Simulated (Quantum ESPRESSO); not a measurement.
Yb: equation of state with rev-vdW-DF2

The system is Yb.

```
Yb
1.0
     0.00000    2.74310    2.74310
     2.74310    0.00000    2.74310
     2.74310    2.74310    0.00000
Yb
1
Direct
  0.00000 0.00000 0.00000
```

```
Program             : Quantum ESPRESSO 7.5
Task                : equation of state
Functional          : rev-vdW-DF2
Potentials or basis : SSSP 1.3 efficiency PBE
Cutoff              : 748 eV
Density cutoff      : 5987 eV
k mesh              : 7 × 7 × 7
Occupations         : fermi-dirac, width 0.05 eV
Spin                : collinear spin, ferromagnetic start
Starting moments    : [1.0] μB
Mixing beta         : 0.3
Most SCF iterations : 120
SCF threshold       : 2e-10 Ry
```

* Equilibrium volume: outside the volumes run

Energy against volume, from the lowest point:
| volume (Å³/atom) | energy (meV/atom) |
| --- | --- |
| 38.805 | 0.00 |
| 39.630 | 16.07 |
| 40.456 | 33.27 |
| 41.281 | 51.34 |
| 42.107 | 70.25 |
| 42.933 | 89.78 |
| 43.758 | 109.93 |

All runs of the series together: 34 min on 1 thread of Arm Neoverse V1, on a shared host.

Caveat: the potentials were made for another functional, which shifts forces and pressure. The state reached can hang on the start; a lower one may exist.
